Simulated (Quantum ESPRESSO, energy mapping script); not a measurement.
# MnS: energy mapping under PBE+U (4 eV), QE, GBRV, part 3 of 3

Aim: the exchange couplings of MnS from the energies of a few collinear orders, and the ordering temperature that they give.

PBE with U = 4 eV on Mn d, ortho-atomic projectors; plane waves, U on orthogonalised atomic orbitals unless named otherwise, collinear spin, no spin–orbit coupling.

So far. Step 9 (Order 8: uncompensated ++−, cell D of 6 atoms): The run ends ferrimagnetic, 39.76 meV a magnetic atom below the parallel order of its cell. Step 10 (Order 9: parallel, cell E of 6 atoms): The run ends ferromagnetic. For each magnetic atom its energy differs from the parallel run of the first cell by 0.69 meV, an error that one common reference would have brought in.

The database entry behind the starting cell differs from later determinations by our own check (an axis about 0.2 % short against later determinations), so it need not match the best structure at ambient conditions.

**11. Order 10: uncompensated ++−, cell E of 6 atoms**

Level of this step: PBE with U = 4 eV on Mn d, ortho-atomic projectors, GBRV potentials (Quantum ESPRESSO).

This order reverses 5.33 of the 12 neighbours at 3.68 Å, 1.33 of the 6 neighbours at 5.21 Å and 16 of the 24 neighbours at 6.38 Å, counted for an average magnetic atom.

pw.in reads:

```
&control
  calculation = 'scf'
  prefix = 'pw'
  outdir = './tmp/'
  pseudo_dir = './pseudo/'
  verbosity = 'low'
/
&system
  ibrav = 0
  nat = 6
  ntyp = 3
  ecutwfc = 45
  ecutrho = 360
  nbnd = 49
  occupations = 'smearing'
  smearing = 'fd'
  degauss = 0.00367493
  nspin = 2
  starting_magnetization(1) = 0.3000
  starting_magnetization(2) = -0.3000
/
&electrons
  conv_thr = 1.5e-08
  electron_maxstep = 120
  mixing_beta = 0.3
  mixing_mode = 'plain'
/
ATOMIC_SPECIES
  Mn1 54.9380 Mn.upf
  Mn2 54.9380 Mn.upf
  S 32.0600 S.upf
CELL_PARAMETERS angstrom
  0.00000000 2.60450000 2.60450000
  0.00000000 2.60450000 -2.60450000
  -7.81350000 -2.60450000 0.00000000
ATOMIC_POSITIONS crystal
  Mn1 0.00000000 0.00000000 0.00000000
  Mn1 0.33333333 0.33333333 0.66666667
  Mn2 0.66666667 0.66666667 0.33333333
  S 0.83333333 0.83333333 0.66666667
  S 0.16666667 0.16666667 0.33333333
  S 0.50000000 0.50000000 0.00000000
K_POINTS automatic
  6 6 6 0 0 0
HUBBARD {ortho-atomic}
U Mn1-3d 4
U Mn2-3d 4
```

Started as:

```sh
OMP_NUM_THREADS=1 mpirun -n 4 pw.x -nk 4 -in pw.in > pw.out
```

The program printed:

```text
[banner, memory and clock lines left out]
Program PWSCF v.7.5 starts
[...]
unit-cell volume          =     715.3539 (a.u.)^3
     number of atoms/cell      =            6
[...]
number of electrons       =        63.00
     number of Kohn-Sham states=           49
     kinetic-energy cutoff     =      45.0000  Ry
     charge density cutoff     =     360.0000  Ry
[...]
The total energy is F=E-TS. E is the sum of the following terms:
     one-electron contribution =    -397.47541181 Ry
     hartree contribution      =     221.64274690 Ry
     xc contribution           =    -105.79672213 Ry
     ewald contribution        =    -424.47984633 Ry
     Hubbard energy            =       0.12524880 Ry
     total magnetization       =     5.00 Bohr mag/cell
     absolute magnetization    =    14.58 Bohr mag/cell
     convergence has been achieved in  12 iterations
[key lines of the parts left out:]
!    total energy              =    -705.98398457 Ry
the Fermi energy is    10.7001 ev
```

The job ended after 75 s (4 MPI ranks of Arm Neoverse V1, shared host; peak memory 0.9 GiB; 5 min of CPU time).

The run ends ferrimagnetic, 28.05 meV a magnetic atom below the parallel order of its cell.

**12. From energies to couplings**

Each energy difference is a sum of couplings weighted by the pairs that the order reverses. A few near shells are fitted to the differences by least squares. Energies are those extrapolated to zero occupation width, not the free energies F.

The orders side by side; each is measured from the parallel order in the same cell and on the same mesh:

```
                      order  atoms  energy (meV a magnetic atom)  moments (μB)  moments kept as typed  opposed neighbours at 3.68, 5.21, 6.38 Å
         parallel in cell A      4                          0.00          4.51                    yes                                   0, 0, 0
   compensated +− in cell A      4                        -56.85          4.43                    yes                                  6, 6, 12
         parallel in cell B      4                          0.00          4.51                    yes                                   0, 0, 0
   compensated +− in cell B      4                        -21.44          4.48                    yes                                  8, 0, 16
         parallel in cell C      6                          0.00          4.51                    yes                                   0, 0, 0
uncompensated ++− in cell C      6                        -44.20  4.42 to 4.46                    yes                                  4, 4, 12
         parallel in cell D      6                          0.00          4.51                    yes                                   0, 0, 0
uncompensated ++− in cell D      6                        -39.76  4.43 to 4.47                    yes                             6.67, 2.67, 8
         parallel in cell E      6                          0.00          4.51                    yes                                   0, 0, 0
uncompensated ++− in cell E      6                        -28.05  4.46 to 4.48                    yes                            5.33, 1.33, 16
```

Fitted to E = −Σ J e·e over ordered pairs of unit vectors (J > 0 favours parallel moments):

```
 pair  distance (Å)  neighbours  J (meV)
Mn–Mn          3.68          12    -1.01
Mn–Mn          5.21           6    -3.49
Mn–Mn          6.38          24   -0.151
Mn–Mn          7.37          12   -0.400
```

Adding the shell at 8.24 Å gives -0.86, -3.4, -0.13, -0.43 and -0.12 meV and a mean-field temperature of 118 K, an exact solve that tests nothing.

In mean field these couplings order at 125 K, at q = (0.50, 0.50, 0.50) in fractions of the conventional cell's reciprocal vectors, and give a Curie–Weiss temperature of -320 K.

**13. Monte Carlo**

Mean field ignores fluctuations and overstates the ordering temperature, so the model is also sampled. The heat capacity peaks where order sets in.

Classical unit spins with these couplings on 8×8×4 copies of a cell that holds the lowest order (512 spins), heat-bath sweeps, cooled from random directions, 831 sweeps to settle and 2493 measured at each temperature, averaged over 4 runs.

```
T (K)  order along the lowest pattern  net moment  heat capacity (k_B a spin)
 15.0                            0.47        0.01                        1.05
 25.6                            0.40        0.01                        1.08
 41.6                            0.43        0.01                        1.19
 52.2                            0.36        0.01                        1.29
 62.9                            0.32        0.01                        1.52
 73.5                            0.26        0.02                        1.84
 78.9                            0.22        0.02                        1.83
 89.5                            0.16        0.02                        1.14
  100                            0.12        0.02                        0.71
  111                            0.10        0.02                        0.50
  127                            0.08        0.02                        0.35
  137                            0.07        0.02                        0.28
```

The smoothed heat capacity peaks at 74 K. The order column follows one pattern alone; equivalent domains or another pattern share the rest.

**14. Results**

```
lowest order tried                    : compensated +− in cell A
largest fitted value, Mn–Mn at 5.21 Å : -3.49 meV
ordering temperature, mean field      : 125 K
heat-capacity peak, Monte Carlo       : 74 K
```

Of the orders tried, MnS prefers the order “compensated +− in cell A” under PBE+U (4 eV), QE, GBRV, with 6 of 12 neighbours at 3.68 Å, 6 of 6 neighbours at 5.21 Å and 12 of 24 neighbours at 6.38 Å opposed, and the heat capacity of the fitted model peaks near 74 K (Monte Carlo, classical spins). The largest fitted coupling is the Mn–Mn pair at 5.21 Å, antiferromagnetic at -3.5 meV, across a ligand at about 180°. The straight metal–ligand–metal path outweighs the right-angled one, the pattern expected of superexchange through one ligand p orbital, which these runs do not test. The orders also reverse pairs at 8.24 Å, which are not fitted, so the fitted values hold their part too. With 5 differences for 4 couplings the fit misses by 1.4 meV at most, a small part of the spread. In the fitted orders moments change by up to 2.0 % against the parallel run of the same cell, so their size stays put. Monte Carlo puts the peak at 0.59 of the mean-field temperature, since mean field leaves out fluctuations. In tests on simple cubic and body-centred models such peaks lay 5 to 6 % under the bulk value. On cooling, the order along the one computed pattern stays at or under 0.47: the model settles in an equivalent domain, a degenerate mixture or another order. The Curie–Weiss temperature is 4.3 times the peak temperature in size, a mark of frustration. The parallel order holds 5 μB a magnetic atom, spin 2.5; the common factor (S+1)/S would raise the classical 74 K to 104 K, a correction that often overshoots. The classical value and the one scaled by (S+1)/S differ by a factor of 1.4, so closeness of either to the measured temperature is partly a matter of convention.

Comparison with the measured values:

| quantity | measured | PBE+U (4 eV), QE, GBRV, Monte Carlo | PBE+U (4 eV), QE, GBRV, Monte Carlo × (S+1)/S |
| --- | --- | --- | --- |
| ordering temperature (spin model) (K) | 150 | 74 (-50.7 %) | 104 (-30.9 %) |

Measured values from arxiv:1108.4537 (2011).

Verdict: For the ordering temperature, of the levels listed nearest comes PBE+U (4 eV), QE, GBRV, Monte Carlo × (S+1)/S (-30.9 %, a clear miss) and farthest PBE+U (4 eV), QE, GBRV, Monte Carlo (-50.7 %, a clear miss). A U picked for its result is no test. No cell relaxation is part of this session.

[Logs and program files are shortened in this print: banners, set-up blocks, solver, clock and traceback lines can be left out without a mark of their own.]

[Logs are printed without paths, hosts, clocks, repeated set-up lines and the standing remarks that a program may print on its own settings, such as how far it seeks lower states.]

[Hosts, paths, dates, database ids (printed as entryN), source tags and the programs' standing remarks are cut or masked in the printed files.]

[Where a cell is said to come from a database of computed structures, the database is the Materials Project.]
